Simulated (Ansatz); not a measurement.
A 2-atom cell of BN started from a crystallographic database, relaxed with r2SCAN in the PAW code Ansatz: it is cubic, F-43m (No. 216); a = 3.610 Å in the conventional setting, 5.88 Å³ an atom. B is surrounded by 4 N at 1.56 Å; N is surrounded by 4 B at 1.56 Å. The cell was then strained (x, y and z are the cube axes), with the atoms relaxed again; stress is positive in compression. The values are computed, spin-unpolarised, and not measurements.

- Uniaxial -2.05 % along x, other directions held: r2SCAN's stress changes by +17.28 GPa along the strain and +4.00 GPa across it.
- Isotropic +1.02 % on every length: the pressure changes by -11.29 GPa, and the HSE06 gap (Γ → X) goes from 5.794 to 5.752 eV.
- Epitaxial strain of +1.69 % in the (001) plane: the free normal strain is -0.72 % and the in-plane stress changes by -14.70 GPa.

**Estimate C₁₁, C₁₂ and the bulk modulus from the uniaxial step.** With compression positive, C₁₁ ≈ −Δσ∥/ε = (-17.28)/(-0.0205) = 843 GPa and C₁₂ ≈ (-4.00)/(-0.0205) = 195 GPa; B = (C₁₁ + 2C₁₂)/3 = 411 GPa. A one-sided step carries third-order terms: it reads high by some per cent.

**What bulk modulus does the isotropic step give?** Δ ln V = 3 ln(1.0102) = +0.0304, so B ≈ −ΔP/Δ ln V = 371 GPa, against 411 GPa from C₁₁ and C₁₂; one-sided steps of finite size carry third-order terms.

**Give the volume deformation potential of that gap and its pressure coefficient.** a_V = ΔE_g/Δ ln V = (-0.042)/(+0.0304) = -1.38 eV; dE_g/dP = −a_V/B = +4 meV/GPa, with HSE06's gap and r2SCAN's modulus.

**What do the film's normal strain and stress say about the elastic constants?** ε⊥/ε∥ = (-0.0072)/(+0.0169) = -0.43, which linear elasticity sets to −2C₁₂/C₁₁ = -0.46 from the uniaxial step. The biaxial modulus is M = −Δσ/ε∥ = 870 GPa (C₁₁ + C₁₂ − 2C₁₂²/C₁₁ = 948 GPa).

**How much elastic energy does the film store, with 5.88 Å³ an atom?** u = M ε∥² = −Δσ ε∥ = +14.70 × (+0.0169) = 0.2484 GPa, and 1 GPa Å³ is 6.2415 meV: 9.12 meV an atom. The total energies of the two runs differ by 9.33 meV an atom.

Where an edge lies off the special points, it is a point of the mesh or the k point where a search put PBE's edge or least direct gap, reused for the other functionals, whose own edges may lie a little apart.

The meshes of the hybrids are coarse, so their gaps aren't converged to the digits shown.
